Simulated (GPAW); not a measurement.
The system is Be.

```
Be
1.0
     2.28530    0.00000    0.00000
    -1.14265    1.97913    0.00000
     0.00000    0.00000    3.58420
Be
2
Direct
  0.66667 0.33333 0.75000
  0.33333 0.66667 0.25000
```

Base run:

| Property | Result |
| --- | --- |
| Program | GPAW 26.7.0 |
| Functional | PBE |
| Potentials or basis | PAW data sets generated in the run's folder for this functional |
| Cutoff | 800 eV |
| Basis | pw |
| k mesh | 11 × 11 × 6 |
| Occupations | fermi-dirac, width 0.05 eV |
| Spin | no spin polarisation |

Its results: pressure -2.9 GPa.

Task: The run is repeated on the same cell with these changes: functional from PBE to LDA. What comes out?

Result: Pressure -8.3 GPa.

LDA binds more tightly than PBE, so the same cell stands under less pressure.

Not every run made on this cell is shown here.
